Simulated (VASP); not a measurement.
Write the native input for VASP 6.6.1 that does the following.

- Task: single point
- Functional: PBEsol
- Potentials or basis: VASP PAW PBE potentials, release 64 (Mg)
- Cutoff: 520 eV
- k mesh: 6 × 6 × 4
- Occupations: fermi-dirac, width 0.1 eV
- Spin: no spin polarisation
- Dipole correction: no
- Further INCAR settings: ALGO = Normal; EDIFF = 1e-06; NBANDS = 9

The structure of Mg lies in POSCAR:

```
Mg
1.0
    3.1777163264      0.0000000000      0.0000000000
   -1.5888581632      2.7519830647      0.0000000000
    0.0000000000      0.0000000000      5.1590241965
Mg
2
Direct
    0.3333333333      0.6666666667      0.2500000000
    0.6666666667      0.3333333333      0.7500000000
```

These files were run (other wordings do the same):

INCAR

```
ALGO = Normal
EDIFF = 1E-6
ENCUT = 520
GGA = PS
ISIF = 2
ISMEAR = -1
LASPH = T
LCHARG = F
LREAL = F
LWAVE = F
NBANDS = 9
NELM = 100
PREC = Accurate
SIGMA = 0.1
```

KPOINTS

```
k-points
0
Gamma
  6 6 4
```

Potentials or basis: VASP PAW PBE potentials, release 64 (Mg).

Command:

```console
$ cat potpaw_PBE.64/Mg/POTCAR > POTCAR
$ mpirun -np 1 vasp_std > vasp.out
```

Results of the run:

| Item | Value |
| --- | --- |
| Pressure | 0.0 GPa |
| Band gap on the k mesh | none (metal or under the smearing width) |

Caveat: the k mesh is coarse (spacing up to 0.38 Å⁻¹), so the values aren't converged; the PAW data sets were made with another functional, which shifts forces and pressure a little.

Run time: 5.3 s on 1 thread of Intel(R) Xeon(R) Platinum 8488C (Sapphire Rapids), with other jobs on the host, peak memory 0.15 GiB.
